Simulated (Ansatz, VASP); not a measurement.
## Hf in VASP and in Ansatz

```
Hf
1.0
    -1.84110    1.84110    1.80500
     1.84110   -1.84110    1.80500
     1.84110    1.84110   -1.80500
Hf
1
Direct
  0.00000 0.00000 0.00000
```

Change from the starting cell: equal xx and yy strain of +2 %.

Alike in both runs: task single point; functional PBE; k mesh 14 × 14 × 14; occupations fermi-dirac, width 0.05 eV; no spin polarisation.

|  | VASP | Ansatz |
| --- | --- | --- |
| version | VASP 6.6.1 | Ansatz 0.2.0 |
| potentials or method | VASP PAW PBE potentials, release 64 (Hf_pv), cutoff 520 eV | all-electron LAPW, scalar-relativistic |

```tsv
	VASP	Ansatz	Ansatz less VASP
pressure (GPa)	-8.3	-8.0	+0.37
largest component of the traceless stress (GPa)	0.77	0.75	-0.019
```

Ansatz ran all-electron here, so the differences hold the error of VASP's frozen core and of both bases.

Spin-orbit coupling is left out, which matters for the levels of Hf.
